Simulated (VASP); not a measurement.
Ge under changes of volume

One of the cells (19.999 Å³/atom); the others are scaled copies at fixed shape and fractional positions:

```
Ge
1.0
     1.40640   -2.61774    0.00000
     1.40640    2.61774    0.00000
     0.00000    0.00000    2.71610
Ge
1
Cartesian
  1.4064 0.0000 0.0000
```

This isn't the form of Ge at room conditions, which is diamond.

```yaml
Program: VASP 6.6.1
Functional: PBE
Potentials_or_basis: VASP PAW PBE potentials, release 64 (Ge_d)
Cutoff: 520 eV
k_mesh: 11 × 11 × 10
Occupations: fermi-dirac, width 0.05 eV
Spin: no spin polarisation
```

```csv
volume (Å³/atom),energy over the lowest point (meV/atom),pressure (GPa)
18.431,?,?
18.823,3.78,2.3
19.215,0.00,0.8
19.999,2.53,-1.8
20.391,8.16,-2.9
20.783,16.28,-3.8
```

**Question.** What does the run at 18.431 Å³/atom give?

**Answer.** Energy over the lowest point 11.44 meV/atom; pressure 3.9 GPa.

Worked out: A Birch-Murnaghan fit of order 3 (a polynomial in V^(-2/3)) to the other rows has its minimum at 19.44 Å³/atom with B0 = V·E''(V) = 66 GPa and B' = 4.5 at fixed shape and positions, which overstates the stiffness. It gives 11.46 meV/atom at 18.431 Å³/atom, against the run's 11.44, and -dE/dV = 4.0 GPa, against 3.9.

Energies are extrapolated to zero smearing.
